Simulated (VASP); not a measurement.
Crystal: PbSe.

```
Pb Se
1.0
     3.78432    0.00000    0.00000
     0.00000    3.78432    0.00000
     0.00000    0.00000    3.78432
Pb Se
1 1
Cartesian
  0.0000 0.0000 0.0000
  1.8922 1.8922 1.8922
```

Measurements of this composition are mostly on another form, of space group No. 225.

* Program: VASP 6.6.1
* Task: relaxation of cell and atoms
* Functional: MS2
* Potentials or basis: VASP PAW PBE potentials, release 64 (Pb_d, Se)
* Cutoff: 600 eV
* k mesh: 7 × 7 × 7
* Occupations: gaussian, width 0.05 eV
* Spin: no spin polarisation

At the start: pressure -2.6 GPa; volume 27.10 Å³/atom.

Problem. Where does the relaxation end?

Solution. Over 3 steps the energy falls by 12.1 meV/atom and the volume is 25.69 Å³/atom (-5.2 %); space group Pm-3m (No. 221, to 0.05 Å).

The path:
```csv
step,energy change (eV),largest force (eV/Å),pressure (GPa),volume (Å³)
1,0.0000,0.0000,-2.56,54.20
2,-0.0232,0.0000,0.63,50.87
3,-0.0243,0.0000,0.01,51.39
```

Final structure:
```
CELL_PARAMETERS angstrom
3.71779 0.00000 0.00000
0.00000 3.71779 0.00000
0.00000 0.00000 3.71779
ATOMIC_POSITIONS crystal
Pb 0.00000 0.00000 0.00000
Se 0.50000 0.50000 0.50000
```

Caveat: the PAW data sets were made with another functional, which shifts forces and pressure a little.
